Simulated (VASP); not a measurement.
# Si in VASP: one cell, several levels of theory, part 2 of 2

VASP 6.6.1, plane waves, PAW. Earlier steps stand in the parts before.

### Step 3. Single point with r2SCAN

Input file INCAR:

```
ENCUT = 520.000000
SIGMA = 0.010000
EDIFF = 1.00e-07
ALGO = Normal
METAGGA = R2SCAN
PREC = Accurate
IBRION = -1
ISIF = 2
ISMEAR = 0
NBANDS = 11
NELM = 120
NSW = 0
LASPH = .TRUE.
LCHARG = .FALSE.
LWAVE = .FALSE.
LREAL = .FALSE.
```

Input file KPOINTS:

```
KPOINTS created by Atomic Simulation Environment
0
Gamma
8 8 8
0 0 0
```

Input file KPOINTS_OPT:

```
special points
7
Reciprocal
0.0000000000 0.0000000000 0.0000000000 1
0.5000000000 0.0000000000 0.5000000000 1
0.6250000000 0.2500000000 0.6250000000 1
0.3750000000 0.3750000000 0.7500000000 1
0.5000000000 0.5000000000 0.5000000000 1
0.5000000000 0.2500000000 0.7500000000 1
0.0000000000 0.4270830000 0.4270830000 1
```

Input file POSCAR:

```
Si
 1.0000000000000000
     0.0000000000000000    2.6404553287999999    2.6404553287999999
     2.6404553287999999    0.0000000000000000    2.6404553287999999
     2.6404553287999999    2.6404553287999999    0.0000000000000000
 Si
   2
Cartesian
  0.0000000000000000  0.0000000000000000  0.0000000000000000
  1.3202276643999999  1.3202276643999999  1.3202276643999999
```

Started as:

```bash
> mpirun -np 1 vasp_std
```

Printed to the terminal (iteration lines stand in OSZICAR):

```text
POSCAR found type information on POSCAR Si
 POSCAR found :  1 types and       2 ions
 -----------------------------------------------------------------------------
|                                                                             |
|                                                                             |
|     You enforced a specific xc type in the INCAR file but a different       |
|     I HOPE YOU KNOW WHAT YOU ARE DOING!                                     |
|                                                                             |
 -----------------------------------------------------------------------------

 LDA part: xc-table for (None), standard interpolation
 POSCAR, INCAR and KPOINTS ok, starting setup
 FFT: planning ... GRIDC
 FFT: planning ... GRID_SOFT
 FFT: planning ... GRID
 WAVECAR not read
 entering main loop
 Start KPOINTS_OPT (optional k-point list driver)
k-point batch [1-7\7]
```

OSZICAR:

```text
N       E                     dE             d eps       ncg     rms          rms(c)
DAV:   1    -0.510327210951E+00   -0.51033E+00   -0.33794E+03   638   0.584E+02
DAV:   2    -0.180596530110E+02   -0.17549E+02   -0.16994E+02   843   0.859E+01
DAV:   3    -0.186077332416E+02   -0.54808E+00   -0.54616E+00   803   0.129E+01
DAV:   4    -0.186115949516E+02   -0.38617E-02   -0.38610E-02   774   0.139E+00
DAV:   5    -0.186116249069E+02   -0.29955E-04   -0.29955E-04   776   0.116E-01    0.667E+00
DAV:   6    -0.174557745880E+02    0.11559E+01   -0.15730E-01   749   0.231E+00    0.465E+00
DAV:   7    -0.174448002320E+02    0.10974E-01   -0.18152E-01   665   0.208E+00    0.354E-01
DAV:   8    -0.174435153001E+02    0.12849E-02   -0.64355E-03   713   0.454E-01    0.444E-01
DAV:   9    -0.174437006317E+02   -0.18533E-03   -0.28080E-04   762   0.138E-01    0.105E-02
DAV:  10    -0.174437063803E+02   -0.57486E-05   -0.31670E-06   759   0.123E-02    0.516E-03
DAV:  11    -0.174437130994E+02   -0.67191E-05   -0.12331E-06   726   0.770E-03    0.934E-04
DAV:  12    -0.174437118093E+02    0.12900E-05   -0.34563E-08   486   0.120E-03    0.993E-04
DAV:  13    -0.174437118546E+02   -0.45311E-07   -0.47814E-09   391   0.449E-04
   1 F= -.17443712E+02 E0= -.17443712E+02  d E =-.209045E-37
       N       E                     dE             ncg
DAV:   1     0.478140460795E+03   -0.16050E+04      154
DAV:   2     0.366371901168E+03   -0.11177E+03      219
DAV:   3     0.363433752517E+03   -0.29381E+01      203
DAV:   4     0.363412872625E+03   -0.20880E-01      200
DAV:   5     0.363412735136E+03   -0.13749E-03      208
DAV:   6     0.363412733717E+03   -0.14193E-05      197
DAV:   7     0.363412733702E+03   -0.14661E-07      197
```

OUTCAR, selected sections:

```text
k-points           NKPTS =     29   k-points in BZ     NKDIM =     29   number of bands    NBANDS=     11

   NELECT =       8.0000    total number of electrons

   dimension x,y,z NGX =    28 NGY =   28 NGZ =   28
   dimension x,y,z NGXF=    56 NGYF=   56 NGZF=   56

  energy-cutoff  :      520.00
  volume of cell :       36.82
      direct lattice vectors                 reciprocal lattice vectors
     0.000000000  2.640455329  2.640455329    -0.189361280  0.189361280  0.189361280
     2.640455329  0.000000000  2.640455329     0.189361280 -0.189361280  0.189361280
     2.640455329  2.640455329  0.000000000     0.189361280  0.189361280 -0.189361280

 k-points in reciprocal lattice and weights: KPOINTS created by Atomic Simulation Env
   0.00000000  0.00000000  0.00000000       0.002
   0.12500000  0.00000000  0.00000000       0.016
   0.25000000  0.00000000  0.00000000       0.016
   0.37500000  0.00000000  0.00000000       0.016
   0.50000000  0.00000000  0.00000000       0.008
   0.12500000  0.12500000  0.00000000       0.012
   0.25000000  0.12500000  0.00000000       0.047
   0.37500000  0.12500000  0.00000000       0.047
[... 21 more k-points ...]

 E-fermi :   6.7154

 k-point     1 :       0.0000    0.0000    0.0000
  band No.  band energies     occupation
      1      -6.5194      2.00000
      2       6.6280      2.00000
      3       6.6280      2.00000
      4       6.6280      2.00000
      5       9.4198      0.00000
      6       9.4198      0.00000
      7       9.4198      0.00000
      8      11.6844      0.00000
      9      14.7863      0.00000
     10      14.7863      0.00000
     11      15.7368      0.00000

 k-point     2 :       0.1250    0.0000    0.0000
  band No.  band energies     occupation
      1      -6.2888      2.00000
      2       4.9435      2.00000
      3       6.2967      2.00000
      4       6.2967      2.00000
      5       9.6304      0.00000
      6       9.9066      0.00000
      7       9.9066      0.00000
      8      12.8270      0.00000
      9      14.2745      0.00000
     10      14.2745      0.00000
     11      16.5686      0.00000

 k-point     3 :       0.2500    0.0000    0.0000
  band No.  band energies     occupation
      1      -5.6142      2.00000
      2       2.3761      2.00000
      3       5.7657      2.00000
      4       5.7657      2.00000
      5       9.2946      0.00000
      6      10.4515      0.00000
      7      10.4515      0.00000
      8      14.2864      0.00000
      9      14.2864      0.00000
     10      14.9444      0.00000
     11      16.7085      0.00000

 k-point     4 :       0.3750    0.0000    0.0000
  band No.  band energies     occupation
      1      -4.5913      2.00000
      2       0.1065      2.00000
      3       5.4013      2.00000
      4       5.4013      2.00000
      5       8.9591      0.00000
      6      10.3121      0.00000
      7      10.3121      0.00000
      8      15.3300      0.00000
      9      15.9161      0.00000
     10      15.9161      0.00000
     11      17.9639      0.00000

 k-point     5 :       0.5000    0.0000    0.0000
  band No.  band energies     occupation
      1      -3.8384      2.00000
      2      -1.0736      2.00000
      3       5.2775      2.00000
      4       5.2775      2.00000
      5       8.8367      0.00000
      6      10.1629      0.00000
      7      10.1629      0.00000
      8      15.1083      0.00000
      9      18.0165      0.00000
     10      18.0165      0.00000
     11      19.2651      0.00000

 k-point     6 :       0.1250    0.1250    0.0000
  band No.  band energies     occupation
      1      -6.2112      2.00000
      2       5.3553      2.00000
      3       5.6955      2.00000
      4       5.6955      2.00000
      5       8.8375      0.00000
      6      10.7357      0.00000
      7      10.7357      0.00000
      8      12.2240      0.00000
      9      13.8861      0.00000
     10      15.1267      0.00000
     11      16.9061      0.00000

 k-point     7 :       0.2500    0.1250    0.0000
  band No.  band energies     occupation
      1      -5.6811      2.00000
      2       3.2080      2.00000
      3       5.1156      2.00000
      4       5.2843      2.00000
      5       9.0192      0.00000
      6      11.0294      0.00000
      7      11.5814      0.00000
      8      11.7597      0.00000
      9      15.3584      0.00000
     10      15.5268      0.00000
     11      17.8458      0.00000

 k-point     8 :       0.3750    0.1250    0.0000
  band No.  band energies     occupation
      1      -4.7532      2.00000
      2       0.8836      2.00000
      3       4.6340      2.00000
      4       4.8179      2.00000
      5       9.1962      0.00000
      6      10.8381      0.00000
      7      11.4904      0.00000
      8      12.6360      0.00000
      9      16.7168      0.00000
     10      16.9319      0.00000
     11      18.2041      0.00000

 k-point     9 :       0.5000    0.1250    0.0000
  band No.  band energies     occupation
      1      -3.7488      2.00000
      2      -0.7956      2.00000
      3       4.1275      2.00000
      4       4.8529      2.00000
      5       9.2004      0.00000
      6      10.6305      0.00000
      7      11.0371      0.00000
      8      14.8144      0.00000
      9      16.5000      0.00000
     10      18.0042      0.00000
     11      19.5501      0.00000

 k-point    10 :      -0.3750    0.1250    0.0000
  band No.  band energies     occupation
      1      -4.0383      2.00000
      2      -0.3650      2.00000
      3       3.9063      2.00000
      4       5.1956      2.00000
      5       9.4719      0.00000
      6      10.6773      0.00000
      7      10.7822      0.00000
      8      15.3867      0.00000
      9      15.5240      0.00000
     10      16.8308      0.00000
     11      19.0721      0.00000

 k-point    11 :      -0.2500    0.1250    0.0000
  band No.  band energies     occupation
      1      -5.1027      2.00000
      2       1.6304      2.00000
      3       4.0468      2.00000
      4       5.7582      2.00000
      5       9.9332      0.00000
      6      10.6353      0.00000
      7      10.8954      0.00000
      8      13.4868      0.00000
      9      13.8190      0.00000
     10      17.5418      0.00000
     11      18.1063      0.00000

[... the tables of k-points 12 to 29 left out ...]

  Total        2.4019297      2.4019297      2.4019297      0.0000000      0.0000000      0.0000000
  in kB      104.5212028    104.5212028    104.5212028      0.0000000      0.0000000      0.0000000
  external PRESSURE =     104.5212028 kB  Pullay stress =       0.0000000 kB

 POSITION                                       TOTAL-FORCE (eV/Angst)
 -----------------------------------------------------------------------------------
      0.00000      0.00000      0.00000         0.000000      0.000000      0.000000
      1.32023      1.32023      1.32023        -0.000000     -0.000000     -0.000000
 -----------------------------------------------------------------------------------
    total drift:                                0.000000      0.000000     -0.000000

  FREE ENERGIE OF THE ION-ELECTRON SYSTEM (eV)
  ---------------------------------------------------
  free  energy   TOTEN  =       -17.4437118546 eV

  energy  without entropy=      -17.4437118546  energy(sigma->0) =      -17.44371185
```

Wall time 35 s (1 MPI rank of Intel Xeon Platinum 8488C, shared host); peak memory 0.16 GiB.

The levels at the points of KPOINTS_OPT are read from vasprun.xml.

Band energies at the special points (eV, zero at the top of v, the last band that the electrons fill by count):

```csv
point,v−1,v,c,c+1
Γ,0.00,0.00,2.79,2.79
X,-3.25,-3.25,0.75,0.75
U,-4.91,-2.76,1.31,4.53
K,-4.91,-2.76,1.31,4.53
L,-1.35,-1.35,2.21,3.53
W,-4.41,-4.41,4.59,4.59
```

r2SCAN gives an indirect gap of 0.61 eV, from Γ to (0.00, 0.43, 0.43); the least direct gap is 2.79 eV. The pressure is 10.45 GPa; the forces vanish within 0.01 eV/Å.

### Step 4. Summary

What follows sums up all 2 parts.

```
 level  gap (eV)  pressure (GPa)
   PBE      0.41           11.66
r2SCAN      0.61           10.45
```

In words: The gap spans 0.41 eV (PBE) to 0.61 eV (r2SCAN). At this one volume the pressure spans 10.5 GPa (r2SCAN) to 11.7 GPa (PBE): PBE wants the largest cell and r2SCAN the smallest.
